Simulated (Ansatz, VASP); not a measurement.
# One calculation of SiC, two programs

```xyz
4
Lattice="3.0758 0.0000 0.0000 -1.5379 2.6637 0.0000 0.0000 0.0000 5.0223" Properties=species:S:1:pos:R:3 pbc="T T T"
Si    0.0000    1.7758    0.0216
Si    1.5379    0.8879    2.5328
C     0.0000    1.7758    1.9120
C     1.5379    0.8879    4.4231
```

Change from the starting cell: z stretched by -0.5 %, x and y held.

Alike in both runs: functional PBEsol; k mesh 8 × 8 × 6; no spin polarisation.

Ansatz relaxed the structure, and its values are those at the end. VASP's run is a single point on that final structure, the one shown.

|  | VASP | Ansatz |
| --- | --- | --- |
| version | VASP 6.6.1 | Ansatz 0.2.0 |
| potentials or method | VASP PAW PBE potentials, release 64 (Si, C), cutoff 520 eV | all-electron LAPW, scalar-relativistic |
| occupations | gaussian, width 0.01 eV | fixed |

|  | VASP | Ansatz | Ansatz less VASP |
| --- | --- | --- | --- |
| gap on the k mesh at the Fermi level (eV) | 2.40 | 2.41 | +0.011 |
| pressure (GPa) | 1.5 | 1.1 | -0.41 |

Ansatz ran all-electron here, so the differences hold the error of VASP's frozen core and of both bases.

Caveats: the PAW data sets were made with another functional, which shifts forces and pressure a little (VASP). A k mesh can miss the band edges.
